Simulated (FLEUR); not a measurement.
# MoSe2 (P6_3/mmc) in FLEUR: single point with PBEsol

Aim: the single point of MoSe2 with PBEsol.

Everything below comes from runs of FLEUR MaX-R8.1 (later development tree). Logs are shortened: lines on timing, memory, paths and dates and some standing lists are left out, and cuts for length are marked.

### 1 Starting point

It takes space group P6_3/mmc (No. 194, hexagonal). Conventional cell: a = 3.288 Å, b = 3.288 Å, c = 12.900 Å, α = 90.00°, β = 90.00°, γ = 120.00°. Around Mo (site symmetry -6m2) lie 6 Se at 2.49 Å. Se (site symmetry 3m) has 3 Mo at 2.49 Å as nearest neighbours.

### 2 Single point, PBEsol

inp.xml

```xml
<?xml version="1.0" encoding="UTF-8" standalone="no"?>
<fleurInput fleurInputVersion="0.39">
   <comment>
      MoSe2                                                                                               
   </comment>
   <calculationSetup>
      <cutoffs Kmax="5.0" Gmax="15.5" GmaxXC="15.5" numbands="0"/>
      <scfLoop itmax="60" minDistance="0.00001" maxIterBroyd="15" imix="Anderson" alpha="0.05" precondParam="0.0" spinf="2.0" sdNocoIR="T"/>
      <coreElectrons ctail="T" frcor="F" kcrel="0" coretail_lmax="0"/>
      <xcFunctional name="PBEs" relativisticCorrections="F"/>
      <magnetism jspins="1"/>
      <soc l_soc="F" theta="0.0" phi="0.0" spav="F"/>
      <expertModes spex="0" secvar="F"/>
      <geometryOptimization l_f="F" forcealpha="1.0" forcemix="BFGS" epsdisp="0.00001" epsforce="0.00001"/>
      <ldaU l_linMix="F" mixParam="0.05" spinf="1.0"/>
   </calculationSetup>
   <cell>
      <bzIntegration valenceElectrons="92.0" mode="hist" fermiSmearingEnergy="0.00183747">
         <kPointListSelection listName="default-1"/>
         <!-- k-points included here -->
         <xi:include xmlns:xi="http://www.w3.org/2001/XInclude" href="kpts.xml"> </xi:include>
      </bzIntegration>
      <!-- symmetry operations included here -->
      <xi:include xmlns:xi="http://www.w3.org/2001/XInclude" href="sym.xml"> </xi:include>
      <bulkLattice scale="1.0">
         <bravaisMatrix>
            <row-1>    6.2134194976847992     0.0000000000000000     0.0000000000000000</row-1>
            <row-2>   -3.1067097488423996     5.3809791292828812     0.0000000000000000</row-2>
            <row-3>    0.0000000000000000     0.0000000000000000    24.3774670073399982</row-3>
         </bravaisMatrix>
[... 21 lines left out ...]
         <mtSphere radius="1.96" gridPoints="661" logIncrement="0.019"/>
         <atomicCutoffs lmax="8" lnonsphr="8"/>
         <electronConfig flipSpins="F">
            <coreConfig>(1s1/2) (2s1/2) (2p1/2) (2p3/2) (3s1/2) (3p1/2) (3p3/2)</coreConfig>
            <valenceConfig>(3d3/2) (3d5/2) (4s1/2) (4p1/2) (4p3/2)</valenceConfig>
            <stateOccupation state="(4p1/2)" spinUp="0.666667" spinDown="0.666667"/>
            <stateOccupation state="(4p3/2)" spinUp="1.333333" spinDown="1.333333"/>
         </electronConfig>
         <energyParameters s="4" p="4" d="4" f="4"/>
         <lo type="SCLO" l="2" n="3" eDeriv="0"/>
         <lo type="SCLO" l="0" n="4" eDeriv="2"/>
         <lo type="SCLO" l="1" n="4" eDeriv="2"/>
         <lo type="SCLO" l="3" n="4" eDeriv="2"/>
      </species>
   </atomSpecies>
   <atomGroups>
      <atomGroup species="Molybdenum (Mo)">
         <relPos label="                   1">-1.000/3.000 1.000/3.000 -1.000/4.000</relPos>
         <relPos label="                   2">1.000/3.000 -1.000/3.000 1.000/4.000</relPos>
         <force calculate="T" relaxXYZ="TTT"/>
      </atomGroup>
      <atomGroup species="Selenium (Se)">
         <relPos label="                   3">-1.000/3.000 1.000/3.000 3.000/8.000</relPos>
         <relPos label="                   4">1.000/3.000 -1.000/3.000 -1.000/8.000</relPos>
         <relPos label="                   5">-1.000/3.000 1.000/3.000 1.000/8.000</relPos>
         <relPos label="                   6">1.000/3.000 -1.000/3.000 -3.000/8.000</relPos>
         <force calculate="T" relaxXYZ="TTT"/>
      </atomGroup>
   </atomGroups>
   <output dos="F" band="F" slice="F">
      <checks vchk="F" cdinf="F"/>
      <bandDOS minEnergy="-.5*Htr" maxEnergy="0.5*Htr" sigma="0.015" storeEVData="T"/>
      <vacuumDOS vacdos="F" integ="F" star="F" nstars="0" locx1="0.0" locy1="0.0" locx2="0.0" locy2="0.0" nstm="0" tworkf="0.0"/>
      <unfoldingBand unfoldBand="F" supercellX="1" supercellY="1" supercellZ="1"/>
      <plotting iplot="0" polar="F">
         <plot TwoD="T" vec1="  1.0  0.0  0.0" vec2="  0.0  1.0  0.0" vec3="  0.0  0.0  1.0" zero="  0.0  0.0  0.0" file="plot"/>
      </plotting>
      <chargeDensitySlicing numkpt="0" minEigenval="0.0" maxEigenval="0.0" nnne="0" pallst="F"/>
      <specialOutput eonly="F"/>
      <moessbauerParams electricFieldGradient="T" isomerShift="T" coreHyperfine="T" valenceHyperfine="T"/>
      <magneticCircularDichroism mcd="F" energyLo="-10.0" energyUp="0.0"/>
   </output>
  <!-- We include the file relax.xml here to enable relaxations (see documentation) -->
  <xi:include xmlns:xi="http://www.w3.org/2001/XInclude" href="relax.xml"> <xi:fallback/> </xi:include>
</fleurInput>
```

crystal.txt

```
MoSe2
&input cartesian=F /
3.2880000000  0.0000000000  0.0000000000
-1.6440000000  2.8474915276  0.0000000000
0.0000000000  0.0000000000  12.9000000000
1.8897261246
1.0 1.0 1.0

6
42 0.6666666666  0.3333333332  0.7500000000
42 0.3333333332  0.6666666666  0.2500000000
34 0.6666666666  0.3333333332  0.3750000000
34 0.3333333332  0.6666666666  0.8750000000
34 0.6666666666  0.3333333332  0.1250000000
34 0.3333333332  0.6666666666  0.6250000000

&kpt div1=9 div2=9 div3=2 gamma=T /
```

Potentials or basis: all-electron, FLAPW.

Command:

```sh
$ inpgen -f crystal.txt -profile fastHighL
$ # inp.xml edited to the form shown
$ mpirun -n 4 fleur_MPI -pe_per_kpt 1
```

The log of the run:

```text
Welcome to FLEUR        (www.flapw.de)
      MaX-Release 8.1          (www.max-centre.eu)

 ========== k-point set info ==========
 Selected k-point list: default-1
 k-point list type: mesh
 9 x 9 x 2
 Number of k points: 24

 ------------Calculation Setup---------------------------
 Number of MPI-tasks      :            4
 Number of PE/node        :            4
 Number of OMP-threads    :            1
 Using exactly            1  PE per kpt
 k-points in parallel     :            4
 pe's per k-point         :            1
 No of k-point loops      :            6
 Using exactly            1  PE per kpt
 Using exactly            1  PE per kpt
 Using exactly            1  PE per kpt
 Eigenvalue solver        :       lapack
 Number of basis functions:         1965
 Approximate size of matrices (H+S) per k-point:         0.058 GB
 --------------------------------------------------------
 Iteration:     1   Distance:      11.26518424 me/bohr^3
 Iteration:     2   Distance:       9.62658247 me/bohr^3
 Iteration:     3   Distance:       4.79748398 me/bohr^3
 Iteration:     4   Distance:       5.28970587 me/bohr^3
 Iteration:     5   Distance:       3.40844798 me/bohr^3
 Iteration:     6   Distance:       2.44761347 me/bohr^3
 Iteration:     7   Distance:       1.63233856 me/bohr^3
 Iteration:     8   Distance:       0.19337836 me/bohr^3
 Iteration:     9   Distance:       0.38194012 me/bohr^3
 Iteration:    10   Distance:       0.02816598 me/bohr^3
 Iteration:    11   Distance:       0.03116269 me/bohr^3
 Iteration:    12   Distance:       0.00425226 me/bohr^3
 Iteration:    13   Distance:       0.00077544 me/bohr^3
 Iteration:    14   Distance:       0.00038615 me/bohr^3
 Iteration:    15   Distance:       0.00008803 me/bohr^3
 Iteration:    16   Distance:       0.00007772 me/bohr^3
 Iteration:    17   Distance:       0.00005899 me/bohr^3
 Iteration:    18   Distance:       0.00001427 me/bohr^3
 Iteration:    19   Distance:       0.00000496 me/bohr^3

 ********************************************************************
 Run finished successfully
 Stop message:
   all done
 ********************************************************************
```

Run time: 3.3 min. Hardware: 4 MPI ranks of Intel Xeon Platinum 8488C (Sapphire Rapids), shared host.

What came out:

```yaml
Free_energy: -484618.1463 eV
Band_gap_on_the_k_mesh: 0.88 eV, indirect (least direct gap 1.38 eV)
Valence_electrons_inside_the_program's_atomic_spheres: Mo 11.67; Se 13.13 (radii Mo 2.31, Se 1.96 bohr)
```

Levels at points of the mesh, in eV from the valence-band top:
| k point | band 44 | band 45 | band 46 | band 47 | band 48 | band 49 |
| --- | --- | --- | --- | --- | --- | --- |
| (0.00, 0.00, 0.00) | -1.11 | -0.87 | 0.00 | 2.41 | 2.41 | 2.46 |
| (0.00, 0.00, 0.50) | -1.86 | -0.20 | -0.20 | 2.42 | 2.42 | 2.42 |

Core levels (eV from the Fermi level):
```
atom                                                                                                                             levels
1 Mo  1s1/2 -19797.8, 2s1/2 -2793.4, 2p1/2 -2570.0, 2p3/2 -2463.5, 3s1/2 -472.8, 3p1/2 -387.8, 3p3/2 -370.3, 3d3/2 -219.9, 3d5/2 -216.6
2 Mo  1s1/2 -19797.8, 2s1/2 -2793.4, 2p1/2 -2570.0, 2p3/2 -2463.5, 3s1/2 -472.8, 3p1/2 -387.8, 3p3/2 -370.3, 3d3/2 -219.9, 3d5/2 -216.6
3 Se                              1s1/2 -12485.9, 2s1/2 -1599.9, 2p1/2 -1435.1, 2p3/2 -1393.4, 3s1/2 -207.8, 3p1/2 -151.4, 3p3/2 -145.6
4 Se                              1s1/2 -12485.9, 2s1/2 -1599.9, 2p1/2 -1435.1, 2p3/2 -1393.4, 3s1/2 -207.8, 3p1/2 -151.4, 3p3/2 -145.6
5 Se                              1s1/2 -12485.9, 2s1/2 -1599.9, 2p1/2 -1435.1, 2p3/2 -1393.4, 3s1/2 -207.8, 3p1/2 -151.4, 3p3/2 -145.6
6 Se                              1s1/2 -12485.9, 2s1/2 -1599.9, 2p1/2 -1435.1, 2p3/2 -1393.4, 3s1/2 -207.8, 3p1/2 -151.4, 3p3/2 -145.6
```

Caveat: an odd mesh through Γ misses points on the zone boundary, where band edges often lie.
